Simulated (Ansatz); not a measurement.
The cell below belongs to a search over invented structures; it isn't taken from experiment.

Input and command of a plane-wave DFT calculation in Ansatz:

```yaml
crystal:
  lattice:
    - [2.81347294, 1.62435936, 1.85170123]
    - [-2.81347294, 1.62435936, 1.85170123]
    - [0.0, -3.24871872, 1.85170123]
  atoms:
    - { symbol: P, position: [0.71567093, 0.28432907, 0.5] }
    - { symbol: P, position: [0.5, 0.71567093, 0.28432907] }
    - { symbol: P, position: [0.28432907, 0.5, 0.71567093] }
basis:
  ecutwfc: 420
kpoints:
  mp_grid: { grid: [6, 6, 6] }
hamiltonian:
  xc: pbe
scf:
  occupations: { method: gaussian, width: 0.1 }
  lower_state_search: "off"
output:
  forces: true
  stress: true
  eigenvalues: true
relax:
  adjacent_minimum: "off"
  f_tol: 0.04
  max_steps: 70
  cell: { stress_tol: 0.4 }
```

```bash
ansatz run input.yaml --threads 1 --pin off --max-ram 2560MiB --backend cpu --events-out ev --progress --plain --runs-dir out
```

Processor: Arm Neoverse V1, 1 thread, on a host shared with other jobs.

Q: How long does it run, and how much memory does it take?

A: About 68 s, peak memory 0.31 GiB. It solves 12 bands at 32 k points (after reduction by symmetry) with about 1173 plane waves (on the last cell), in 114 SCF iterations over 20 ionic steps.
